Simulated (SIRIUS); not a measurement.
CuO (Tenorite), 4 atoms in the cell. The structure is monoclinic, space group Cc (No. 9). Conventional cell: a = 4.689 Å, b = 3.427 Å, c = 5.132 Å, α = 90.00°, β = 99.65°, γ = 90.00°. Around Cu (site symmetry 1) lie 4 O at 1.91 to 2.02 Å. O (site symmetry 1) has 4 Cu at 1.91 to 2.02 Å as nearest neighbours. 

| Quantity | Value |
| --- | --- |
| Program | SIRIUS 7.10.0 |
| Task | single point |
| Functional | PBE |
| Potentials or basis | SG15 1.2 PBE (norm-conserving) |
| Cutoff | 1254 eV |
| Density cutoff | 5016 eV |
| k mesh | 5 × 5 × 3 |
| Occupations | fermi-dirac, width 0.05 eV |
| Spin | no spin polarisation |
| Libxc names | ["XC_GGA_X_PBE", "XC_GGA_C_PBE"] |
| Energy tol | 1e-08 Ha |
| Density tol | 1e-06 |
| Mixer | anderson |
| Mixing beta | 0.7 |
| Max scf | 100 |
| Radial cutoff for the potentials' integrals | 6.5 bohr |

Potentials or basis: SG15 1.2 PBE (norm-conserving).

The run is started by

```sh
$ upf_to_json Cu_ONCV_PBE-1.2.upf
$ upf_to_json O_ONCV_PBE-1.2.upf
$ OMP_NUM_THREADS=1 sirius.scf --input=sirius.json --output=out.json --task=0
```

Hardware: 1 thread of Arm Neoverse V1, on a shared host.

Task: Estimate the wall time of this run.

Result: Run time: 100 s on 1 thread of Arm Neoverse V1 (shared host), peak memory 0.32 GiB. Counts: scf iterations 12, k points 24, plane waves 4093, bands 35.
